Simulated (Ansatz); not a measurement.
This is a relaxation of cell and atoms with Ansatz on TiO₂ on the sites of monoclinic HfO2 (relaxed group P2_1/c); the level of theory is r2SCAN. It starts from the PBE minimum.

```yaml
crystal:
  lattice:
    - [4.8549393952, 0.0, -0.0365941286]
    - [0.0, 4.9050346416, 0.0]
    - [-0.87239737, 0.0, 5.0291247768]
  atoms:
    - { symbol: Ti, position: [0.2756493011, 0.4418026285, 0.717469567] }
    - { symbol: Ti, position: [0.7243506989, 0.9418026285, 0.782530433] }
    - { symbol: Ti, position: [0.7243506989, 0.5581973715, 0.282530433] }
    - { symbol: Ti, position: [0.2756493011, 0.0581973715, 0.217469567] }
    - { symbol: O, position: [0.4500470552, 0.7413470857, 0.9558212789] }
    - { symbol: O, position: [0.5499529448, 0.2413470857, 0.5441787211] }
    - { symbol: O, position: [0.5499529448, 0.2586529143, 0.0441787211] }
    - { symbol: O, position: [0.4500470552, 0.7586529143, 0.4558212789] }
    - { symbol: O, position: [0.0606909586, 0.3186429172, 0.3566390028] }
    - { symbol: O, position: [0.9393090414, 0.8186429172, 0.1433609972] }
    - { symbol: O, position: [0.9393090414, 0.6813570828, 0.6433609972] }
    - { symbol: O, position: [0.0606909586, 0.1813570828, 0.8566390028] }
kpoints:
  mp_grid: { grid: [6, 6, 6] }
hamiltonian:
  xc: r2scan
scf:
  occupations: { method: fermi_dirac, width: 0.02 }
relax:
  f_tol: 0.005
  cell: {}
```

The trajectory has 8 recorded frames, each with fractional positions and then forces in eV/Å along x, y and z. The last, and any step after a large change of cell, is solved on a basis re-selected at its cell; pressure is positive in compression.

Step 1: energy 0.0 meV/atom from step 1, largest force component 0.086 eV/Å, pressure -5.59 GPa; a = 4.855 Å, b = 4.905 Å, c = 5.104 Å, α = 90.00°, β = 100.27°, γ = 90.00°
```
Ti 0.2756 0.4418 0.7175    -0.061  -0.003  -0.051
Ti 0.7244 0.9418 0.7825     0.061  -0.003   0.051
Ti 0.7244 0.5582 0.2825     0.061   0.003   0.051
Ti 0.2756 0.0582 0.2175    -0.061   0.003  -0.051
O  0.4500 0.7413 0.9558     0.086  -0.014  -0.036
O  0.5500 0.2413 0.5442    -0.086  -0.014   0.036
O  0.5500 0.2587 0.0442    -0.086   0.014   0.036
O  0.4500 0.7587 0.4558     0.086   0.014  -0.036
O  0.0607 0.3186 0.3566     0.065  -0.002   0.045
O  0.9393 0.8186 0.1434    -0.065  -0.002  -0.045
O  0.9393 0.6814 0.6434    -0.065   0.002  -0.045
O  0.0607 0.1814 0.8566     0.065   0.002   0.045
```

Step 2: energy -4.0 meV/atom from step 1, largest force component 0.056 eV/Å, pressure -1.43 GPa; a = 4.824 Å, b = 4.880 Å, c = 5.068 Å, α = 90.00°, β = 100.14°, γ = 90.00°
```
Ti 0.2760 0.4425 0.7173    -0.028   0.046  -0.056
Ti 0.7240 0.9425 0.7827     0.028   0.046   0.056
Ti 0.7240 0.5575 0.2827     0.028  -0.046   0.056
Ti 0.2760 0.0575 0.2173    -0.028  -0.046  -0.056
O  0.4494 0.7418 0.9566    -0.003   0.000   0.025
O  0.5506 0.2418 0.5434     0.003   0.000  -0.025
O  0.5506 0.2582 0.0434     0.003   0.000  -0.025
O  0.4494 0.7582 0.4566    -0.003   0.000   0.025
O  0.0607 0.3183 0.3569     0.016   0.006   0.011
O  0.9393 0.8183 0.1431    -0.016   0.006  -0.011
O  0.9393 0.6817 0.6431    -0.016  -0.006  -0.011
O  0.0607 0.1817 0.8569     0.016  -0.006   0.011
```

**Question.** Estimate where the relaxation ends.

**Answer.**
Step 3: energy -4.5 meV/atom from step 1, largest force component 0.057 eV/Å, pressure +0.27 GPa; a = 4.813 Å, b = 4.862 Å, c = 5.061 Å, α = 90.00°, β = 100.09°, γ = 90.00°
```
Ti 0.2761 0.4433 0.7167    -0.003   0.057  -0.034
Ti 0.7239 0.9433 0.7833     0.003   0.057   0.034
Ti 0.7239 0.5567 0.2833     0.003  -0.057   0.034
Ti 0.2761 0.0567 0.2167    -0.003  -0.057  -0.034
O  0.4491 0.7419 0.9576    -0.051   0.020   0.031
O  0.5509 0.2419 0.5424     0.051   0.020  -0.031
O  0.5509 0.2581 0.0424     0.051  -0.020  -0.031
O  0.4491 0.7581 0.4576    -0.051  -0.020   0.031
O  0.0610 0.3181 0.3568    -0.023   0.016  -0.001
O  0.9390 0.8181 0.1432     0.023   0.016   0.001
O  0.9390 0.6819 0.6432     0.023  -0.016   0.001
O  0.0610 0.1819 0.8568    -0.023  -0.016  -0.001
```

Step 4: energy -4.9 meV/atom from step 1, largest force component 0.113 eV/Å, pressure -0.12 GPa; a = 4.805 Å, b = 4.864 Å, c = 5.044 Å, α = 90.00°, β = 100.00°, γ = 90.00°
```
Ti 0.2775 0.4449 0.7149    -0.113   0.002  -0.033
Ti 0.7225 0.9449 0.7851     0.113   0.002   0.033
Ti 0.7225 0.5551 0.2851     0.113  -0.002   0.033
Ti 0.2775 0.0551 0.2149    -0.113  -0.002  -0.033
O  0.4469 0.7424 0.9640    -0.013  -0.034  -0.013
O  0.5531 0.2424 0.5360     0.013  -0.034   0.013
O  0.5531 0.2576 0.0360     0.013   0.034   0.013
O  0.4469 0.7576 0.4640    -0.013   0.034  -0.013
O  0.0620 0.3218 0.3527     0.074  -0.034   0.004
O  0.9380 0.8218 0.1473    -0.074  -0.034  -0.004
O  0.9380 0.6782 0.6473    -0.074   0.034  -0.004
O  0.0620 0.1782 0.8527     0.074   0.034   0.004
```

Step 5: energy -5.0 meV/atom from step 1, largest force component 0.039 eV/Å, pressure +0.06 GPa; a = 4.804 Å, b = 4.869 Å, c = 5.037 Å, α = 90.00°, β = 99.89°, γ = 90.00°
```
Ti 0.2767 0.4454 0.7144     0.039   0.007   0.014
Ti 0.7233 0.9454 0.7856    -0.039   0.007  -0.014
Ti 0.7233 0.5546 0.2856    -0.039  -0.007  -0.014
Ti 0.2767 0.0546 0.2144     0.039  -0.007   0.014
O  0.4468 0.7419 0.9640    -0.007   0.007  -0.015
O  0.5532 0.2419 0.5360     0.007   0.007   0.015
O  0.5532 0.2581 0.0360     0.007  -0.007   0.015
O  0.4468 0.7581 0.4640    -0.007  -0.007  -0.015
O  0.0627 0.3215 0.3526     0.008   0.012   0.001
O  0.9373 0.8215 0.1474    -0.008   0.012  -0.001
O  0.9373 0.6785 0.6474    -0.008  -0.012  -0.001
O  0.0627 0.1785 0.8526     0.008  -0.012   0.001
```

Step 6: energy -5.0 meV/atom from step 1, largest force component 0.007 eV/Å, pressure -0.03 GPa; a = 4.803 Å, b = 4.866 Å, c = 5.041 Å, α = 90.00°, β = 99.85°, γ = 90.00°
```
Ti 0.2770 0.4455 0.7145    -0.004  -0.002   0.005
Ti 0.7230 0.9455 0.7855     0.004  -0.002  -0.005
Ti 0.7230 0.5545 0.2855     0.004   0.002  -0.005
Ti 0.2770 0.0545 0.2145    -0.004   0.002   0.005
O  0.4460 0.7421 0.9632     0.007  -0.003   0.006
O  0.5540 0.2421 0.5368    -0.007  -0.003  -0.006
O  0.5540 0.2579 0.0368    -0.007   0.003  -0.006
O  0.4460 0.7579 0.4632     0.007   0.003   0.006
O  0.0638 0.3225 0.3523    -0.001  -0.006  -0.005
O  0.9362 0.8225 0.1477     0.001  -0.006   0.005
O  0.9362 0.6775 0.6477     0.001   0.006   0.005
O  0.0638 0.1775 0.8523    -0.001   0.006  -0.005
```

Step 7: energy -5.0 meV/atom from step 1, largest force component 0.002 eV/Å, pressure 0.00 GPa; a = 4.803 Å, b = 4.867 Å, c = 5.040 Å, α = 90.00°, β = 99.87°, γ = 90.00°
```
Ti 0.2770 0.4455 0.7145     0.000  -0.001  -0.001
Ti 0.7230 0.9455 0.7855     0.000  -0.001   0.001
Ti 0.7230 0.5545 0.2855     0.000   0.001   0.001
Ti 0.2770 0.0545 0.2145     0.000   0.001  -0.001
O  0.4463 0.7420 0.9634    -0.002   0.001   0.000
O  0.5537 0.2420 0.5366     0.002   0.001   0.000
O  0.5537 0.2580 0.0366     0.002  -0.001   0.000
O  0.4463 0.7580 0.4634    -0.002  -0.001   0.000
O  0.0636 0.3225 0.3521     0.000  -0.001   0.001
O  0.9364 0.8225 0.1479     0.000  -0.001  -0.001
O  0.9364 0.6775 0.6479     0.000   0.001  -0.001
O  0.0636 0.1775 0.8521     0.000   0.001   0.001
```

Step 8: energy -4.8 meV/atom from step 1, largest force component 0.002 eV/Å, pressure +0.02 GPa; a = 4.803 Å, b = 4.867 Å, c = 5.040 Å, α = 90.00°, β = 99.87°, γ = 90.00°
```
Ti 0.2770 0.4455 0.7145     0.001   0.000  -0.001
Ti 0.7230 0.9455 0.7855    -0.001   0.000   0.001
Ti 0.7230 0.5545 0.2855    -0.001   0.000   0.001
Ti 0.2770 0.0545 0.2145     0.001   0.000  -0.001
O  0.4463 0.7420 0.9634    -0.002   0.001   0.000
O  0.5537 0.2420 0.5366     0.002   0.001   0.000
O  0.5537 0.2580 0.0366     0.002  -0.001   0.000
O  0.4463 0.7580 0.4634    -0.002  -0.001   0.000
O  0.0636 0.3225 0.3521    -0.001  -0.001   0.001
O  0.9364 0.8225 0.1479     0.001  -0.001  -0.001
O  0.9364 0.6775 0.6479     0.001   0.001  -0.001
O  0.0636 0.1775 0.8521    -0.001   0.001   0.001
```

In 7 steps the volume changed by -2.9 %; between the first SCF and the last, each on a basis chosen for its cell, the energy fell by 4.8 meV an atom. At the end: space group P2_1/c (No. 14), monoclinic; conventional cell a = 4.803 Å, b = 4.867 Å, c = 5.040 Å, β = 99.9°, 9.67 Å³ an atom. Ti has 7 O at 1.86–2.22 Å; O has 4 Ti at 1.99–2.22 Å; O has 3 Ti at 1.86–2.03 Å.

It took 92 s on 1 × NVIDIA H100 80GB HBM3 with 2 threads of AMD EPYC 7R13 Processor (Zen 3) (shared host), load about 2.6 per core; peak host memory 1.4 GiB.

The structure was generated, not taken from experiment, and needn't be the ground state; spin polarisation is off.
